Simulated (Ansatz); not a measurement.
Rh under changes of volume

One of the cells (14.302 Å³/atom); the others are scaled copies at fixed shape and fractional positions:

```xyz
2
Lattice="2.7310 0.0000 0.0000 -1.3655 2.3651 0.0000 0.0000 0.0000 4.4285" Properties=species:S:1:pos:R:3 pbc="T T T"
Rh    0.0000    1.5767    1.1071
Rh    1.3655    0.7884    3.3214
```

This isn't the form of Rh at room conditions, which is fcc.

* Program: Ansatz 0.2.0
* Functional: PBEsol
* Potentials or basis: JTH PAW
* Cutoff: 2100 eV (not typed: the program's choice for these potentials)
* k mesh: 11 × 11 × 6
* Occupations: fermi-dirac, width 0.05 eV
* Spin: no spin polarisation

```tsv
volume (Å³/atom)	energy over the lowest point (meV/atom)	pressure (GPa)
13.444	0.00	2.3
13.730	1.67	-3.8
14.016	?	?
14.302	34.44	-13.9
14.588	63.20	-18.0
14.874	98.84	-21.6
15.160	140.51	-24.7
```

Q: What does the run at 14.016 Å³/atom give?

A: Energy over the lowest point 13.57 meV/atom; pressure -9.2 GPa.

Worked out: A Birch-Murnaghan fit of order 3 (a polynomial in V^(-2/3)) to the other rows has its minimum at 13.54 Å³/atom with B0 = V·E''(V) = 295 GPa and B' = 5.2 at fixed shape and positions, which overstates the stiffness. It gives 13.57 meV/atom at 14.016 Å³/atom, against the run's 13.57, and -dE/dV = -9.3 GPa, against -9.2.

Energies are extrapolated to zero smearing.
